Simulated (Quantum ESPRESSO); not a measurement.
Crystal: ZrC.

```
Zr C
1.0
     0.00000    2.36500    2.36500
     2.36500    0.00000    2.36500
     2.36500    2.36500    0.00000
Zr C
1 1
Direct
  0.50000 0.50000 0.50000
  0.00000 0.00000 0.00000
```

| Quantity | Value |
| --- | --- |
| Program | Quantum ESPRESSO 7.5 |
| Task | phonons |
| Functional | LDA |
| Potentials or basis | GBRV 1.5 LDA |
| Cutoff | 612 eV |
| Density cutoff | 4898 eV |
| k mesh | 10 × 10 × 10 |
| Occupations | cold, width 0.2 eV |
| Spin | no spin polarisation |
| Target pressure | 5 GPa |
| Form of the LDA correlation | PZ81 |
| Mixing beta | 0.5 |
| Most SCF iterations | 120 |
| SCF threshold | 4e-10 Ry |

The cell and the atoms were relaxed first at 5 GPa, to 12.26 Å³/atom (a = 3.261 Å, b = 3.261 Å, c = 3.261 Å, α = 60.00°, β = 60.00°, γ = 60.00°), and the response was taken there.

Question: What is the highest optical frequency at the zone centre?

Answer: 478 cm⁻¹, a mode of symmetry T1u (IR).

Optical modes at Γ, degenerate ones joined:
```csv
cm⁻¹,components,symmetry,active in
478,3,T1u,IR
```

Caveat: the cell is more than 3 GPa from zero pressure, which shifts response properties.
